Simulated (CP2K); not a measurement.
Write the native input for CP2K 2026.2 that does the following.

| Property | Result |
| --- | --- |
| Task | band structure |
| Functional | PBEsol |
| Potentials or basis | POTENTIAL_UZH Zn GTH-PBE-q12, O GTH-PBE-q6; TZVP-MOLOPT-PBE-GTH basis |
| Density cutoff | 8163 eV |
| k mesh | 7 × 7 × 4 |
| Occupations | fermi-dirac, width 0.05 eV |
| Spin | no spin polarisation |
| SCF solver | diagonalisation with k points |
| Quickstep method | GPW |
| EPS_DEFAULT | 1.0E-10 |
| EPS_SCF | 1.0E-6 |
| MAX_SCF | 100 |
| SCF_GUESS | ATOMIC |
| k points reduced by the point group | yes |
| Mesh centred on Gamma | yes |
| CHOLESKY | OFF |
| EPS_EIGVAL | 1.0E-7 |
| MIXING METHOD | BROYDEN_MIXING |
| MIXING ALPHA | 0.4 |
| NBUFFER | 8 |
| NGRIDS | 5 |
| Basis sets | Zn TZVP-MOLOPT-PBE-GTH-q12, O TZVP-MOLOPT-PBE-GTH-q6 |
| Potentials | Zn GTH-PBE-q12 of POTENTIAL_UZH, O GTH-PBE-q6 of POTENTIAL_UZH |
| ADDED_MOS | [14] |
| Points a segment of the path (NPOINTS) | 6 |
| Bands added on the path | 6 |
| REL_CUTOFF (Ry) | 60 Ry |
| MIXING BETA (1/bohr) | 1.5 1/bohr |
| CUTOFF of the grids | 600 Ry |

ZnO (zincite):

```xyz
4
Lattice="3.2493 0.0000 0.0000 -1.6247 2.8140 0.0000 0.0000 0.0000 5.2057" Properties=species:S:1:pos:R:3 pbc="T T T"
Zn    1.6247    0.9380    0.0000
Zn    0.0000    1.8760    2.6029
O     0.0000    1.8760    4.5759
O     1.6247    0.9380    1.9730
```

These files were run (other wordings do the same):

zno_bands.inp

```
&GLOBAL
  PROJECT zno_bands
  RUN_TYPE ENERGY_FORCE
  PRINT_LEVEL LOW
&END GLOBAL
&FORCE_EVAL
  METHOD QS
  STRESS_TENSOR ANALYTICAL
  &DFT
    BASIS_SET_FILE_NAME BASIS_MOLOPT_UZH
    POTENTIAL_FILE_NAME POTENTIAL_UZH
    &MGRID
      CUTOFF 600
      REL_CUTOFF 60
      NGRIDS 5
    &END MGRID
    &QS
      METHOD GPW
      EPS_DEFAULT 1.0E-10
    &END QS
    &KPOINTS
      SCHEME MONKHORST-PACK 7 7 4
      GAMMA_CENTERED T
      SYMMETRY T
      SYMMETRY_BACKEND SPGLIB
    &END KPOINTS
    &SCF
      SCF_GUESS ATOMIC
      EPS_SCF 1.0E-6
      MAX_SCF 100
      ADDED_MOS 14
      CHOLESKY OFF
      EPS_EIGVAL 1.0E-7
      &DIAGONALIZATION ON
        ALGORITHM STANDARD
      &END DIAGONALIZATION
      &MIXING ON
        METHOD BROYDEN_MIXING
        ALPHA 0.4
        BETA 1.5
        NBUFFER 8
      &END MIXING
      &SMEAR ON
        METHOD FERMI_DIRAC
        ELECTRONIC_TEMPERATURE [K] 580.226
      &END SMEAR
    &END SCF
    &XC
      &XC_FUNCTIONAL
        &GGA_X_PBE_SOL
        &END GGA_X_PBE_SOL
        &GGA_C_PBE_SOL
        &END GGA_C_PBE_SOL
      &END XC_FUNCTIONAL
    &END XC
    &PRINT
      &KPOINTS ON
      &END KPOINTS
      &MULLIKEN ON
      &END MULLIKEN
      &MO ON
        ENERGIES T
        OCCUPATION_NUMBERS T
        &EACH
          QS_SCF 0
        &END EACH
        ADD_LAST NUMERIC
      &END MO
      &BAND_STRUCTURE
        FILE_NAME bands.bs
        ADDED_MOS 6
        &KPOINT_SET
          UNITS B_VECTOR
          NPOINTS 6
          SPECIAL_POINT GAMMA 0.00000000 0.00000000 0.00000000
          SPECIAL_POINT M 0.50000000 0.00000000 0.00000000
          SPECIAL_POINT K 0.33333333 0.33333333 0.00000000
          SPECIAL_POINT GAMMA 0.00000000 0.00000000 0.00000000
          SPECIAL_POINT A 0.00000000 0.00000000 0.50000000
          SPECIAL_POINT L 0.50000000 0.00000000 0.50000000
          SPECIAL_POINT H 0.33333333 0.33333333 0.50000000
          SPECIAL_POINT A 0.00000000 0.00000000 0.50000000
        &END KPOINT_SET
        &KPOINT_SET
          UNITS B_VECTOR
          NPOINTS 6
          SPECIAL_POINT L 0.50000000 0.00000000 0.50000000
          SPECIAL_POINT M 0.50000000 0.00000000 0.00000000
        &END KPOINT_SET
        &KPOINT_SET
          UNITS B_VECTOR
          NPOINTS 6
          SPECIAL_POINT K 0.33333333 0.33333333 0.00000000
          SPECIAL_POINT H 0.33333333 0.33333333 0.50000000
        &END KPOINT_SET
      &END BAND_STRUCTURE
    &END PRINT
  &END DFT
  &SUBSYS
    &CELL
      ABC 3.2493080000 3.2493080000 5.2057090000
      ALPHA_BETA_GAMMA 90.0000000000 90.0000000000 120.0000000002
      PERIODIC XYZ
    &END CELL
    &COORD
      Zn  1.6246540002 0.9379944241 0.0000000000
      Zn  -0.0000000002 1.8759888486 2.6028545000
      O   -0.0000000002 1.8759888486 4.5758702681
      O   1.6246540002 0.9379944241 1.9730157681
    &END COORD
    &KIND Zn
      BASIS_SET TZVP-MOLOPT-PBE-GTH-q12
      POTENTIAL GTH-PBE-q12
    &END KIND
    &KIND O
      BASIS_SET TZVP-MOLOPT-PBE-GTH-q6
      POTENTIAL GTH-PBE-q6
    &END KIND
    &PRINT
      &ATOMIC_COORDINATES ON
      &END ATOMIC_COORDINATES
      &CELL ON
      &END CELL
    &END PRINT
  &END SUBSYS
  &PRINT
    &FORCES ON
    &END FORCES
    &STRESS_TENSOR ON
    &END STRESS_TENSOR
  &END PRINT
&END FORCE_EVAL
```

Potentials or basis: POTENTIAL_UZH Zn GTH-PBE-q12, O GTH-PBE-q6; TZVP-MOLOPT-PBE-GTH basis.

Run with:

```bash
$ OMP_NUM_THREADS=1 cp2k.psmp -i zno_bands.inp -o zno_bands.out
```

It gave:

```
Pressure                : 0.4 GPa
Band gap on the k mesh  : 0.61 eV, direct
Band gap along the path : 0.61 eV, direct
Mulliken charges        : Zn +0.81; O -0.81 e
```

Caveat: Mulliken charges move with the basis; the potentials were made for another functional, which shifts forces and pressure; the basis of atomic orbitals isn't converged, which shifts pressures, moduli and gaps.

Run time: 98 s on 1 thread of Arm Neoverse V2, on a shared host, peak memory 0.55 GiB.
